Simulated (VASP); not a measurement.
# SnSe₂: molecular dynamics with a monitored distance, by stops when the distance exceeds

SnSe₂, P-3m1 (no. 164), 12 atoms in the cell. PBE, molecular dynamics; PAW potentials Sn, Se (PBE set).

| Stops when the distance exceeds (Å) | Largest distance met (Å) | Steps run | Mean temperature (K) | Time (s) |
|---|---|---|---|---|
| 2.839 | 2.859 | 60 | 473 | 294 |
| 4.286 | 3.097 | 80 | 477 | 386 |

Limits: row 1: 180 fs of 12 atoms are too short for converged averages; the distance is that to the nearest periodic copy, which so small a cell caps; row 2: 240 fs of 12 atoms are too short for converged averages.

## Input of the first row

INCAR:
```
SYSTEM = SnSe2
GGA = PE
PREC = Normal
ENCUT = 210
EDIFF = 1E-5
NELMIN = 4
NELM = 60
ALGO = Normal
LREAL = Auto
LASPH = .TRUE.
ISMEAR = 0
SIGMA = 0.05
ISYM = 0
LWAVE = .FALSE.
LCHARG = .FALSE.
IBRION = 0
NSW = 80
POTIM = 3.0
TEBEG = 600
TEEND = 600
ISIF = 2
MDALGO = 1
ANDERSEN_PROB = 0.05
RANDOM_SEED = 403651 0 0
VALUE_MAX = 2.839
VALUE_MIN = 1.339
KPAR = 2
```

KPOINTS:
```
k-points
0
Monkhorst-Pack
  2 2 2
```

ICONST:
```
R 1 7 7
```

POSCAR:
```
SnSe2
1.0
    7.6220000000      0.0000000000      0.0000000000
   -3.8110000000      6.6008456276      0.0000000000
    0.0000000000      0.0000000000      6.1360000000
Sn Se
4 8
Direct
    0.0000000000      0.0000000000      0.0000000000
    0.0000000000      0.5000000000      0.0000000000
    0.5000000000      0.0000000000      0.0000000000
    0.5000000000      0.5000000000      0.0000000000
    0.3333333334      0.1666666666      0.7510000000
    0.3333333334      0.6666666667      0.7510000000
    0.8333333334      0.1666666666      0.7510000000
    0.8333333334      0.6666666667      0.7510000000
    0.1666666666      0.3333333334      0.2490000000
    0.1666666667      0.8333333334      0.2490000000
    0.6666666667      0.3333333334      0.2490000000
    0.6666666667      0.8333333334      0.2490000000
```

Commands:
```
cat potpaw_PBE.64/Sn/POTCAR potpaw_PBE.64/Se/POTCAR > POTCAR
mpirun -np 2 vasp_std > vasp.out
```

Changes of the last row against the first:
```
- VALUE_MAX = 2.839
+ VALUE_MAX = 4.286
```

VASP 6.6.1 took 294 s on 2 cores (Intel Xeon 6975P-C (Granite Rapids)), a shared host.
